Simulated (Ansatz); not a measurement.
The system is CaO.

```
Ca O
1.0
     0.00000    2.40356    2.40356
     2.40356    0.00000    2.40356
     2.40356    2.40356    0.00000
Ca O
1 1
Direct
  0.00000 0.00000 0.00000
  0.50000 0.50000 0.50000
```

The cell is a database's computed one.

Base run:

* Program: Ansatz 0.2.0
* Functional: PBEsol
* Potentials or basis: Ansatz PAW
* Cutoff: 420 eV
* Density cutoff: 1680 eV
* k mesh: 6 × 6 × 6
* Occupations: fermi-dirac, width 0.05 eV
* Spin: no spin polarisation

Its results: band gap on the k mesh 3.56 eV, indirect (least direct gap 3.93 eV); pressure -2.7 GPa.

Problem. The run is repeated on the same cell with these changes: functional from PBEsol to revPBE. What comes out?

Solution. Band gap on the k mesh 3.74 eV, indirect (least direct gap 4.11 eV); pressure 4.4 GPa.

revPBE binds less tightly than PBEsol, so the same cell stands under more pressure.

Caveats: the PAW data sets come from PBE, with cores solved anew for the run's functional, which leaves a small shift of forces and pressure; the density of states is complete only up to the lowest level of the last band computed; the potentials were made for another functional, which shifts forces and pressure (some runs).

A k mesh can miss the band edges.

Not every run made on this cell is shown here.
